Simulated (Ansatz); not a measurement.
**Boron, simple cubic under revPBE: from relaxation to bulk modulus**

What does revPBE give for boron in the simple cubic structure? We relax it, solve it on a dense k-mesh, then scale the cell to 7 volumes from 88 to 112 % of the relaxed one and try a fit of the equation of state. Spin polarisation is left out. The k-meshes are 16×16×16 for the relaxation; 27×27×27 for the dense run; 18×18×18 for the volumes.

Method: DFT revPBE, plane waves (420 eV) with PAW, scalar-relativistic; PBE-made PAW files, in Ansatz 0.2.0.

## (1) The structure to begin with

Symmetry: Pm-3m, No. 221, cubic system. Conventional cell: a = 1.920 Å, b = 1.920 Å, c = 1.920 Å, α = 90.00°, β = 90.00°, γ = 90.00°. Around B (site symmetry m-3m) lie 6 B at 1.92 Å.

Structure file:

```xyz
1
Lattice="1.9200 0.0000 0.0000 0.0000 1.9200 0.0000 0.0000 0.0000 1.9200" Properties=species:S:1:pos:R:3 pbc="T T T"
B     0.0000    0.0000    0.0000
```

## (2) Relaxing cell and atoms

The input, input.yaml:

```yaml
crystal:
  lattice:
    - [1.9200471483, 0.0, 0.0]
    - [0.0, 1.9200471483, 0.0]
    - [0.0, 0.0, 1.9200471483]
  atoms:
    - { symbol: B, position: [0.0, 0.0, 0.0] }
hamiltonian:
  xc: revpbe
  pseudopotentials:
    kind: paw
    azcp:
      B: "pseudopotentials/B.paw.azcp"
basis:
  ecutwfc: 420
  fft_grid_basis: typed
kpoints:
  mp_grid: { grid: [16, 16, 16], shift: [0, 0, 0] }
magnetization:
  spin_polarized: false
scf:
  occupations: { method: fermi_dirac, width: 0.1 }
relax:
  max_steps: 60
  f_tol: 0.01
  cell: {}
```

What it wrote:

```text
Warning: RAYON_NUM_THREADS=2 ignored (pool sized by the plan → 2); use --threads N
Engine: ansatz 0.2.0, aarch64-unknown-linux-gnu
Pseudopotentials: kind: paw
Pseudopotential: B, paw, valence charge 3, recommended cutoff 420 eV (normal), <dir>
Functional definition: revPBE
  parameter kappa = 1.245
  parameter beta = 0.06672455060314922
  exchange = pbe_x(kappa = kappa, mu = beta*pi^2/3)
  correlation = pbe_c(beta = beta)
Crystal: 1 atoms, lattice volume = 7.078 Å³
Basis set: ecut = 420 eV, 147 PW (Γ), exchange–correlation on 30×30×30 points (8 copies of the dense FFT grid, shifted against one another)
Bands: 6, of which v1, the nominal top of the filled ones, is band 2 counted from 1 (1 counted from 0)
Symmetry: 48 space group operations
Space group: Pm-3m (ITA 221), of the structure as read, at distance tolerance 1.9e-5 Å
k-points: 165 of 4096
Non-local potential: B, projectors of the file, l = 0: 2, l = 1: 2, l = 2: 1
PAW form: soft (Blöchl's): semilocal exchange-correlation on the pseudo side does not see the compensation charge
PAW frozen core: B, regenerated for the run's functional, and the local potential with it (the file was generated under x = pbe(κ = 0.804, μ = 0.2195149727645171), c = pbe(β = 0.06672455060314922))
PAW one-centre angular grid: B, 110 points (default); XC on 64 Gauss nodes
Initial density: superposition of atomic densities (neutral atoms: chi_scale 0, normalization atom), corrected by the library's trained network
Initial wavefunctions: pseudopotential atomic-orbital guess
Functional: x = revpbe(κ = 1.245, μ = 0.2195149727645171), c = pbe(β = 0.06672455060314922)
SCF iter   1: F=—  HF=-155.630807 eV  |F-HF|=—  |Δ(HF+E_count)|=         —  Δρ=3.59e-3  dr2=3.86e-4  ethr=1.77e-3  ⟨swp⟩=4.4  Hψ=7422  notcnv=0
preconditioner: auto → none  [metal: Δε(μ)=0.064 eV  Ē_g=22.275 eV  σ=0.100 eV  W_gap=0.16  n_scr=0 (ndim 8)  ℏωp=24.2 eV  f_vac=0.000  D(μ)=0.21/eV (n_scr^D=0)]
SCF iter   2: F=—  HF=-155.630794 eV  |F-HF|=—  |Δ(HF+E_count)|=   1.36e-5  Δρ=1.78e-3  dr2=9.32e-5  ethr=1.29e-5  ⟨swp⟩=1.0  Hψ=2310  notcnv=0
SCF iter   3: F=—  HF=-155.630837 eV  |F-HF|=—  |Δ(HF+E_count)|=   4.32e-5  Δρ=1.58e-4  dr2=1.47e-6  ethr=3.11e-6  ⟨swp⟩=1.9  Hψ=1279  notcnv=0
SCF iter   4: F=—  HF=-155.630837 eV  |F-HF|=—  |Δ(HF+E_count)|=   2.08e-7  Δρ=5.04e-5  dr2=1.42e-7  ethr=4.91e-8  ⟨swp⟩=1.0  Hψ=1041  notcnv=0
iter 5 did not close the SCF: its close was put off for the readings that it lacked (scf_convergence_deferred on its scf_iter line)
SCF iter   5: F=-155.630837 eV  HF=-155.630837 eV  |F-HF|=1.45e-11  |Δ(HF+E_count)|=   1.87e-8  Δρ=2.27e-6  dr2=2.72e-10  ethr=4.73e-9  ⟨swp⟩=1.9  Hψ=1278  notcnv=0
SCF iter   6: F=-155.630837 eV  HF=-155.630837 eV  |F-HF|=1.36e-12  |Δ(HF+E_count)|=  4.21e-11  Δρ=2.51e-7  dr2=3.57e-12  ethr=9.08e-12  ⟨swp⟩=1.0  Hψ=2684  notcnv=0
SCF 1 converged in 6 iterations: F = -155.630837 eV  dr2 = 3.57e-12
relax step   1: F+E_penalty+E_count = -155.63083683 eV  Δ(F+E_penalty+E_count) = +0.000e0 eV  max|allowed force component| = 0.000e0 eV/Å  Δτ_max = 0.0000 Å  P = -9.377 GPa  Ω = 7.078 Å³  (6 SCF iters, dr2 threshold 1.00e-7 eV, accepted)
Crystal: 1 atoms, lattice volume = 6.897 Å³
Initial density: handed on by an earlier stage of this run
Initial wavefunctions: those handed on with the density
iter 1 solved again at ethr=5.42e-6 eV; its pass at ethr=3.10e-3 eV (dr2=1.62e-4 eV) is discarded
SCF iter   1: F=—  HF=-155.638768 eV  |F-HF|=—  |Δ(HF+E_count)|=         —  Δρ=1.82e-3  dr2=1.64e-4  ethr=5.42e-6  ⟨swp⟩=1.0  Hψ=8993  notcnv=0
preconditioner: auto → none  [metal: Δε(μ)=0.077 eV  Ē_g=22.671 eV  σ=0.100 eV  W_gap=0.19  n_scr=0 (ndim 8)  ℏωp=24.5 eV  f_vac=0.000  D(μ)=0.20/eV (n_scr^D=0)]
SCF iter   2: F=—  HF=-155.638742 eV  |F-HF|=—  |Δ(HF+E_count)|=   2.55e-5  Δρ=8.39e-4  dr2=3.39e-5  ethr=5.42e-6  ⟨swp⟩=1.0  Hψ=990  notcnv=0
SCF iter   3: F=—  HF=-155.638743 eV  |F-HF|=—  |Δ(HF+E_count)|=   1.04e-6  Δρ=3.84e-5  dr2=3.77e-8  ethr=3.33e-9  ⟨swp⟩=3.3  Hψ=3115  notcnv=0
SCF iter   4: F=-155.638743 eV  HF=-155.638743 eV  |F-HF|=6.21e-11  |Δ(HF+E_count)|=   2.62e-8  Δρ=1.81e-6  dr2=9.25e-11  ethr=1.26e-9  ⟨swp⟩=1.9  Hψ=2809  notcnv=0
SCF 2 converged in 4 iterations: F = -155.638743 eV  dr2 = 9.25e-11
relax step   2: F+E_penalty+E_count = -155.63874330 eV  Δ(F+E_penalty+E_count) = -7.906e-3 eV  max|allowed force component| = 0.000e0 eV/Å  Δτ_max = 0.0000 Å  P = -4.045 GPa  Ω = 6.897 Å³  energy of the carried Pulay correction = +2.580e-4 eV  (4 SCF iters, dr2 threshold 1.00e-7 eV, accepted)
Crystal: 1 atoms, lattice volume = 6.766 Å³
Basis set: ecut = 420 eV, 123 PW (Γ), exchange–correlation on 30×30×30 points (8 copies of the dense FFT grid, shifted against one another)
iter 1 solved again at ethr=3.05e-6 eV; its pass at ethr=3.10e-3 eV (dr2=9.15e-5 eV) is discarded
SCF iter   1: F=—  HF=-155.640526 eV  |F-HF|=—  |Δ(HF+E_count)|=         —  Δρ=1.39e-3  dr2=9.20e-5  ethr=3.05e-6  ⟨swp⟩=1.0  Hψ=8814  notcnv=0
preconditioner: auto → none  [metal: Δε(μ)=0.086 eV  Ē_g=22.973 eV  σ=0.100 eV  W_gap=0.21  n_scr=0 (ndim 8)  ℏωp=24.7 eV  f_vac=0.000  D(μ)=0.20/eV (n_scr^D=0)]
SCF iter   2: F=—  HF=-155.640517 eV  |F-HF|=—  |Δ(HF+E_count)|=   9.13e-6  Δρ=6.42e-4  dr2=1.92e-5  ethr=3.05e-6  ⟨swp⟩=1.0  Hψ=990  notcnv=0
SCF iter   3: F=-155.640515 eV  HF=-155.640515 eV  |F-HF|=1.32e-8  |Δ(HF+E_count)|=   2.08e-6  Δρ=2.89e-5  dr2=2.06e-8  ethr=3.33e-9  ⟨swp⟩=3.2  Hψ=3077  notcnv=0
SCF 3 converged in 3 iterations: F = -155.640515 eV  dr2 = 2.06e-8
relax step   3: F+E_penalty+E_count = -155.64051487 eV  Δ(F+E_penalty+E_count) = -1.772e-3 eV  max|allowed force component| = 0.000e0 eV/Å  Δτ_max = 0.0000 Å  P = +0.253 GPa  Ω = 6.766 Å³  energy of the carried Pulay correction = +4.492e-4 eV  (3 SCF iters, dr2 threshold 1.00e-7 eV, accepted)
Crystal: 1 atoms, lattice volume = 6.773 Å³
iter 1 solved again at ethr=8.78e-9 eV; its pass at ethr=3.10e-3 eV (dr2=2.63e-7 eV) is discarded
SCF iter   1: F=—  HF=-155.640505 eV  |F-HF|=—  |Δ(HF+E_count)|=         —  Δρ=7.21e-5  dr2=2.65e-7  ethr=8.78e-9  ⟨swp⟩=1.0  Hψ=8554  notcnv=0
preconditioner: auto → none  [metal: Δε(μ)=0.086 eV  Ē_g=22.958 eV  σ=0.100 eV  W_gap=0.21  n_scr=0 (ndim 8)  ℏωp=24.7 eV  f_vac=0.000  D(μ)=0.20/eV (n_scr^D=0)]
SCF iter   2: F=-155.640510 eV  HF=-155.640510 eV  |F-HF|=2.12e-8  |Δ(HF+E_count)|=   4.45e-6  Δρ=3.18e-5  dr2=5.14e-8  ethr=3.33e-9  ⟨swp⟩=2.6  Hψ=2832  notcnv=0
SCF 4 converged in 2 iterations: F = -155.640510 eV  dr2 = 5.14e-8
relax step   4: F+E_penalty+E_count = -155.64050982 eV  Δ(F+E_penalty+E_count) = +5.051e-6 eV  max|allowed force component| = 0.000e0 eV/Å  Δτ_max = 0.0000 Å  P = +0.001 GPa  Ω = 6.773 Å³  energy of the carried Pulay correction = +4.383e-4 eV  (2 SCF iters, dr2 threshold 1.00e-7 eV, accepted)
Initial wavefunctions: pseudopotential atomic-orbital guess (no wavefunctions were taken with the density)
iter 1 solved again at ethr=3.16e-8 eV; its pass at ethr=3.10e-3 eV (dr2=9.47e-7 eV) is discarded
SCF iter   1: F=—  HF=-155.640138 eV  |F-HF|=—  |Δ(HF+E_count)|=         —  Δρ=9.28e-5  dr2=1.04e-7  ethr=3.16e-8  ⟨swp⟩=2.2  Hψ=10113  notcnv=0
SCF iter   2: F=—  HF=-155.640143 eV  |F-HF|=—  |Δ(HF+E_count)|=   4.83e-6  Δρ=4.61e-5  dr2=2.12e-8  ethr=3.46e-9  ⟨swp⟩=1.4  Hψ=1082  notcnv=0
SCF iter   3: F=—  HF=-155.640143 eV  |F-HF|=—  |Δ(HF+E_count)|=   9.97e-8  Δρ=2.92e-6  dr2=7.34e-11  ethr=7.08e-10  ⟨swp⟩=2.1  Hψ=1228  notcnv=0
SCF iter   4: F=-155.640143 eV  HF=-155.640143 eV  |F-HF|=5.68e-14  |Δ(HF+E_count)|=  3.87e-10  Δρ=5.94e-8  dr2=8.68e-14  ethr=1.00e-12  ⟨swp⟩=4.8  Hψ=2455  notcnv=0
SCF 5 converged in 4 iterations: F = -155.640143 eV  dr2 = 8.68e-14
relax step   5: F+E_penalty+E_count = -155.64014280 eV  Δ(F+E_penalty+E_count) = +3.670e-4 eV  max|allowed force component| = 0.000e0 eV/Å  Δτ_max = 0.0000 Å  P = -0.064 GPa  Ω = 6.773 Å³  stress off target by 6.39e-2 GPa  SCF on the basis re-selected at this cell (its energy is not comparable with the rows above)  (4 SCF iters)
basis re-selected at this cell: Δ(F+E_penalty+E_count) = +3.670e-4 eV, ΔP = -0.065 GPa vs the last step (what re-selecting the basis moved, of the pressure what is left beyond the Pulay correction that the steps carried, after the strain that the cell walked since its last selection, with what the two solves' SCF thresholds leave and, on support functions, any second-order correction that the steps lacked; it is no measure of the basis error at this ecutwfc). This SCF's stress stands 6.39e-2 GPa from its target on what of the cell is left free (relax.cell.stress_tol is 5.00e-2 GPa) and its largest allowed force component is 0.00e0 eV/Å (relax.f_tol is 1.00e-2 eV/Å): not within both, so this SCF does not close the relaxation
Crystal: 1 atoms, lattice volume = 6.771 Å³
iter 1 solved again at ethr=6.60e-10 eV; its pass at ethr=3.10e-3 eV (dr2=1.98e-8 eV) is discarded
SCF iter   1: F=—  HF=-155.640142 eV  |F-HF|=—  |Δ(HF+E_count)|=         —  Δρ=2.03e-5  dr2=1.99e-8  ethr=6.60e-10  ⟨swp⟩=1.0  Hψ=8541  notcnv=0
preconditioner: auto → none  [metal: Δε(μ)=0.086 eV  Ē_g=22.962 eV  σ=0.100 eV  W_gap=0.21  n_scr=0 (ndim 8)  ℏωp=24.7 eV  f_vac=0.000  D(μ)=0.20/eV (n_scr^D=0)]
SCF iter   2: F=-155.640146 eV  HF=-155.640146 eV  |F-HF|=5.42e-10  |Δ(HF+E_count)|=   4.55e-6  Δρ=9.38e-6  dr2=4.07e-9  ethr=3.41e-10  ⟨swp⟩=2.3  Hψ=2781  notcnv=0
SCF 6 converged in 2 iterations: F = -155.640146 eV  dr2 = 4.07e-9
relax step   6: F+E_penalty+E_count = -155.64014607 eV  Δ(F+E_penalty+E_count) = -3.266e-6 eV  max|allowed force component| = 0.000e0 eV/Å  Δτ_max = 0.0000 Å  P = -0.000 GPa  Ω = 6.771 Å³  energy of the carried Pulay correction = +2.891e-6 eV  (2 SCF iters, dr2 threshold 1.02e-8 eV, accepted)
iter 1 solved again at ethr=5.26e-8 eV; its pass at ethr=3.10e-3 eV (dr2=1.58e-6 eV) is discarded
SCF iter   1: F=—  HF=-155.640141 eV  |F-HF|=—  |Δ(HF+E_count)|=         —  Δρ=9.30e-6  dr2=4.01e-9  ethr=5.26e-8  ⟨swp⟩=2.0  Hψ=10056  notcnv=0
SCF iter   2: F=—  HF=-155.640146 eV  |F-HF|=—  |Δ(HF+E_count)|=   4.63e-6  Δρ=4.49e-6  dr2=8.94e-10  ethr=1.34e-10  ⟨swp⟩=1.6  Hψ=1127  notcnv=0
SCF iter   3: F=-155.640146 eV  HF=-155.640146 eV  |F-HF|=2.27e-13  |Δ(HF+E_count)|=  1.39e-11  Δρ=1.42e-7  dr2=5.13e-13  ethr=1.00e-12  ⟨swp⟩=3.6  Hψ=3222  notcnv=0
SCF 7 converged in 3 iterations: F = -155.640146 eV  dr2 = 5.13e-13
relax step   7: F+E_penalty+E_count = -155.64014607 eV  Δ(F+E_penalty+E_count) = -1.594e-10 eV  max|allowed force component| = 0.000e0 eV/Å  Δτ_max = 0.0000 Å  P = -0.000 GPa  Ω = 6.771 Å³  stress off target by 2.21e-4 GPa  SCF on the basis re-selected at this cell (its energy is not comparable with the rows above)  (3 SCF iters)
basis re-selected at this cell: Δ(F+E_penalty+E_count) = -1.594e-10 eV, ΔP = +0.000 GPa vs the last step (what re-selecting the basis moved, of the pressure what is left beyond the Pulay correction that the steps carried, after the strain that the cell walked since its last selection, with what the two solves' SCF thresholds leave and, on support functions, any second-order correction that the steps lacked; it is no measure of the basis error at this ecutwfc). This SCF's stress stands 2.21e-4 GPa from its target on what of the cell is left free (relax.cell.stress_tol is 5.00e-2 GPa) and its largest allowed force component is 0.00e0 eV/Å (relax.f_tol is 1.00e-2 eV/Å): within both
SCF converged after 3 iterations
Free energy (F): -155.640146 eV
Harris-Foulkes:  -155.640146 eV  (|F-HF|=2.27e-13)
Internal energy: -155.633494 eV  (E = F + TS)
E sigma→0 (E₀):  -155.636820 eV
Entropy (-TS):   -0.006652 eV (-6.652 meV/atom)
Fermi energy:    10.418072 eV
--- Per-component energies (eV) ---
  E_band       = 13.555674
  E_kinetic    = 46.431724
  E_local      = -6.872662  (includes V_loc(G=0)·N_el)
  E_nonlocal   = 11.954505
  E_hartree    = 0.999034
  E_xc         = -31.700844
  E_vxc        = -37.611612  (∫ρ·V_xc dr)
  E_paw        = -79.256851  (= ΣΔE_a)
  E_vpaw       = -2.344346  (= ΣTr[D̂ρ^β])
  E_aug_tail   = -0.000003  (compensation charges beyond the density's cutoff)
  E_ewald      = -97.179490
  E_core_change = -0.008905  (= ΣΔE_core)
  E_smearing   = -0.006652  (= −TS)
  E_closure    = -0.000000  (closes the sum)
  Σ components = -155.640146   (vs F -155.640146, Δ=0.00e0)
--- Forces (eV/Å), atoms counted from 1 ---
  atom   1  B     -0.00000000    -0.00000000     0.00000000
  max |Σ_I F_I| component: 2.05e-33 eV/Å
--- Stress (GPa, compression-positive) ---
       -0.000221       0.000000       0.000000
       -0.000000      -0.000221      -0.000000
        0.000000      -0.000000      -0.000221
  P = ⅓ Tr σ = -0.0002 GPa (-0.002 kbar)
--- Relaxed structure (5 steps of the walk, 5 accepted, 2 SCFs on fresh bases) ---
  F+E_penalty+E_count = -155.64014607 eV   max|allowed force component| = 0.000e0 eV/Å   (the final SCF, on the basis selected at the relaxed cell)
  cell:  # Å, volume = 6.7715 Å³
    - [1.891884293003962, -2.5177521668812303e-34, 1.3090305090756992e-34]
    - [-2.5177521668812303e-34, 1.891884293003962, 1.6049416203226965e-35]
    - [1.3090305090756992e-34, 1.6049416203226965e-35, 1.891884293003962]
  atoms:
    - { symbol: B, position: [0.0, 0.0, 0.0] }
```

It took 1.8 s on 2 threads of Arm Neoverse V2, shared host; peak memory 0.25 GiB.

Relaxation path:

```tsv
step	energy change (meV/atom)	largest force (eV/Å)	pressure (GPa)	volume (Å³/atom)
1	0.00	0.0000	-9.38	7.078
2	-7.91	0.0000	-4.04	6.897
3	-9.68	0.0000	0.25	6.766
4	-9.67	0.0000	0.00	6.773
5	-9.31	0.0000	-0.06	6.773
6	-9.31	0.0000	0.00	6.771
7	-9.31	0.0000	0.00	6.771
```

Steps that repeat a cell are solved on a basis chosen anew, so their changes of energy are no gain of the relaxation.

Changes in the cell that was computed:

|  | before | after | change |
| --- | --- | --- | --- |
| a (Å) | 1.920 | 1.892 | -1.5 % |
| b (Å) | 1.920 | 1.892 | -1.5 % |
| c (Å) | 1.920 | 1.892 | -1.5 % |
| volume (Å³/atom) | 7.078 | 6.771 | -4.3 % |
| shortest distance (Å) | 1.920 | 1.892 | -1.5 % |
| space group (spins left aside) | Pm-3m | Pm-3m | same |

## (3) The energy on a finer k-mesh

The input, input.yaml:

```yaml
crystal:
  lattice:
    - [1.891884293, 0.0, 0.0]
    - [0.0, 1.891884293, 0.0]
    - [0.0, 0.0, 1.891884293]
  atoms:
    - { symbol: B, position: [0.0, 0.0, 0.0] }
hamiltonian:
  xc: revpbe
  pseudopotentials:
    kind: paw
    azcp:
      B: "pseudopotentials/B.paw.azcp"
basis:
  ecutwfc: 420
  fft_grid_basis: typed
kpoints:
  mp_grid: { grid: [27, 27, 27], shift: [0, 0, 0] }
magnetization:
  spin_polarized: false
scf:
  occupations: { method: fermi_dirac, width: 0.1 }
```

What it wrote, cut to the lines that bear on the results:

```text
Warning: RAYON_NUM_THREADS=2 ignored (pool sized by the plan → 2); use --threads N
[...]
Pseudopotentials: kind: paw
Pseudopotential: B, paw, valence charge 3, recommended cutoff 420 eV (normal), <dir>
Functional definition: revPBE
[...]
Crystal: 1 atoms, lattice volume = 6.771 Å³
Basis set: ecut = 420 eV, 123 PW (Γ)
Bands: 6, of which v1, the nominal top of the filled ones, is band 2 counted from 1 (1 counted from 0)
Symmetry: 48 space group operations
Space group: Pm-3m (ITA 221), of the structure as read, at distance tolerance 1.9e-5 Å
k-points: 560 of 19683
[...]
SCF iter   1: F=—  HF=-155.632947 eV  |F-HF|=—  |Δ(HF+E_count)|=         —  Δρ=3.75e-3  dr2=3.92e-4  ethr=1.77e-3  ⟨swp⟩=4.3  Hψ=25106  notcnv=0
[...]
SCF iter   6: F=-155.632974 eV  HF=-155.632974 eV  |F-HF|=4.04e-12  |Δ(HF+E_count)|=  6.31e-12  Δρ=4.35e-7  dr2=1.02e-11  ethr=3.32e-11  ⟨swp⟩=1.0  Hψ=8631  notcnv=0
[...]
SCF converged after 6 iterations
Free energy (F): -155.632974 eV
[...]
E sigma→0 (E₀):  -155.628298 eV
Entropy (-TS):   -0.009351 eV (-9.351 meV/atom)
Fermi energy:    10.394862 eV
[...]
```

Run time: 0.84 s. Hardware: 2 threads of Arm Neoverse V2, shared host; peak memory 0.26 GiB.

## (4) At 88 % of the relaxed volume

The input, input.yaml:

```yaml
crystal:
  lattice:
    - [1.8129623938, 0.0, 0.0]
    - [0.0, 1.8129623938, 0.0]
    - [0.0, 0.0, 1.8129623938]
  atoms:
    - { symbol: B, position: [0.0, 0.0, 0.0] }
hamiltonian:
  xc: revpbe
  pseudopotentials:
    kind: paw
    azcp:
      B: "pseudopotentials/B.paw.azcp"
basis:
  ecutwfc: 420
  fft_grid_basis: typed
kpoints:
  mp_grid: { grid: [18, 18, 18], shift: [0, 0, 0] }
magnetization:
  spin_polarized: false
scf:
  occupations: { method: fermi_dirac, width: 0.1 }
  lower_state_search: "off"
output:
  stress: true
```

What it wrote, cut to the lines that bear on the results:

```text
Warning: RAYON_NUM_THREADS=2 ignored (pool sized by the plan → 2); use --threads N
[...]
Pseudopotentials: kind: paw
Pseudopotential: B, paw, valence charge 3, recommended cutoff 420 eV (normal), <dir>
Functional definition: revPBE
[...]
Crystal: 1 atoms, lattice volume = 5.959 Å³
Basis set: ecut = 420 eV, 123 PW (Γ)
Bands: 6, of which v1, the nominal top of the filled ones, is band 2 counted from 1 (1 counted from 0)
Symmetry: 48 space group operations
Space group: Pm-3m (ITA 221), of the structure as read, at distance tolerance 1.8e-5 Å
k-points: 220 of 5832
[...]
SCF iter   1: F=—  HF=-155.540913 eV  |F-HF|=—  |Δ(HF+E_count)|=         —  Δρ=4.24e-3  dr2=4.19e-4  ethr=1.77e-3  ⟨swp⟩=4.3  Hψ=9849  notcnv=0
[...]
SCF iter   6: F=-155.540929 eV  HF=-155.540929 eV  |F-HF|=2.27e-13  |Δ(HF+E_count)|=  9.39e-11  Δρ=1.11e-7  dr2=4.37e-13  ethr=2.03e-12  ⟨swp⟩=1.0  Hψ=3633  notcnv=0
[...]
SCF converged after 6 iterations
Free energy (F): -155.540929 eV
[...]
E sigma→0 (E₀):  -155.535911 eV
Entropy (-TS):   -0.010036 eV (-10.036 meV/atom)
Fermi energy:    12.219795 eV
[...]
--- Stress (GPa, compression-positive) ---
       37.716784       0.000000       0.000000
        0.000000      37.716784       0.000000
        0.000000       0.000000      37.716784
  P = ⅓ Tr σ = 37.7168 GPa (377.168 kbar)
```

Wall time 0.44 s (2 threads of Arm Neoverse V2, shared host); peak memory 0.24 GiB.

## (5) At 92 % of the relaxed volume

Changes to input.yaml since step 4:

```diff
@@ -2,5 +2,5 @@
   lattice:
-    - [1.8129623938, 0.0, 0.0]
-    - [0.0, 1.8129623938, 0.0]
-    - [0.0, 0.0, 1.8129623938]
+    - [1.8400255239, 0.0, 0.0]
+    - [0.0, 1.8400255239, 0.0]
+    - [0.0, 0.0, 1.8400255239]
   atoms:
```

What it wrote, cut to the lines that bear on the results:

```text
Warning: RAYON_NUM_THREADS=2 ignored (pool sized by the plan → 2); use --threads N
[...]
Pseudopotentials: kind: paw
Pseudopotential: B, paw, valence charge 3, recommended cutoff 420 eV (normal), <dir>
Functional definition: revPBE
[...]
Crystal: 1 atoms, lattice volume = 6.230 Å³
Basis set: ecut = 420 eV, 123 PW (Γ)
Bands: 6, of which v1, the nominal top of the filled ones, is band 2 counted from 1 (1 counted from 0)
Symmetry: 48 space group operations
Space group: Pm-3m (ITA 221), of the structure as read, at distance tolerance 1.8e-5 Å
k-points: 220 of 5832
[...]
SCF iter   1: F=—  HF=-155.591822 eV  |F-HF|=—  |Δ(HF+E_count)|=         —  Δρ=3.99e-3  dr2=3.89e-4  ethr=1.77e-3  ⟨swp⟩=4.4  Hψ=9880  notcnv=0
[...]
SCF iter   6: F=-155.591860 eV  HF=-155.591860 eV  |F-HF|=4.26e-13  |Δ(HF+E_count)|=  2.14e-11  Δρ=1.48e-7  dr2=1.03e-12  ethr=3.33e-12  ⟨swp⟩=1.0  Hψ=3643  notcnv=0
[...]
SCF converged after 6 iterations
Free energy (F): -155.591860 eV
[...]
E sigma→0 (E₀):  -155.586728 eV
Entropy (-TS):   -0.010265 eV (-10.265 meV/atom)
Fermi energy:    11.577206 eV
[...]
--- Stress (GPa, compression-positive) ---
       22.997469       0.000000       0.000000
        0.000000      22.997469       0.000000
        0.000000       0.000000      22.997469
  P = ⅓ Tr σ = 22.9975 GPa (229.975 kbar)
```

Run time: 0.43 s. Hardware: 2 threads of Arm Neoverse V2, shared host; peak memory 0.24 GiB.

## (6) At 96 % of the relaxed volume

Changes to input.yaml since step 5:

```diff
@@ -2,5 +2,5 @@
   lattice:
-    - [1.8400255239, 0.0, 0.0]
-    - [0.0, 1.8400255239, 0.0]
-    - [0.0, 0.0, 1.8400255239]
+    - [1.8663151547, 0.0, 0.0]
+    - [0.0, 1.8663151547, 0.0]
+    - [0.0, 0.0, 1.8663151547]
   atoms:
```

What it wrote, cut to the lines that bear on the results:

```text
Warning: RAYON_NUM_THREADS=2 ignored (pool sized by the plan → 2); use --threads N
[...]
Pseudopotentials: kind: paw
Pseudopotential: B, paw, valence charge 3, recommended cutoff 420 eV (normal), <dir>
Functional definition: revPBE
[...]
Crystal: 1 atoms, lattice volume = 6.501 Å³
Basis set: ecut = 420 eV, 123 PW (Γ)
Bands: 6, of which v1, the nominal top of the filled ones, is band 2 counted from 1 (1 counted from 0)
Symmetry: 48 space group operations
Space group: Pm-3m (ITA 221), of the structure as read, at distance tolerance 1.9e-5 Å
k-points: 220 of 5832
[...]
SCF iter   1: F=—  HF=-155.620073 eV  |F-HF|=—  |Δ(HF+E_count)|=         —  Δρ=3.85e-3  dr2=3.82e-4  ethr=1.77e-3  ⟨swp⟩=4.3  Hψ=9831  notcnv=0
[...]
SCF iter   6: F=-155.620115 eV  HF=-155.620115 eV  |F-HF|=1.19e-12  |Δ(HF+E_count)|=  3.26e-11  Δρ=2.34e-7  dr2=2.71e-12  ethr=9.80e-12  ⟨swp⟩=1.0  Hψ=3586  notcnv=0
[...]
SCF converged after 6 iterations
Free energy (F): -155.620115 eV
[...]
E sigma→0 (E₀):  -155.614865 eV
Entropy (-TS):   -0.010499 eV (-10.499 meV/atom)
Fermi energy:    10.981640 eV
[...]
--- Stress (GPa, compression-positive) ---
       10.790468      -0.000000       0.000000
       -0.000000      10.790468       0.000000
        0.000000       0.000000      10.790468
  P = ⅓ Tr σ = 10.7905 GPa (107.905 kbar)
```

It took 0.44 s on 2 threads of Arm Neoverse V2, shared host; peak memory 0.24 GiB.

(Part 1 of 2 ends here.)
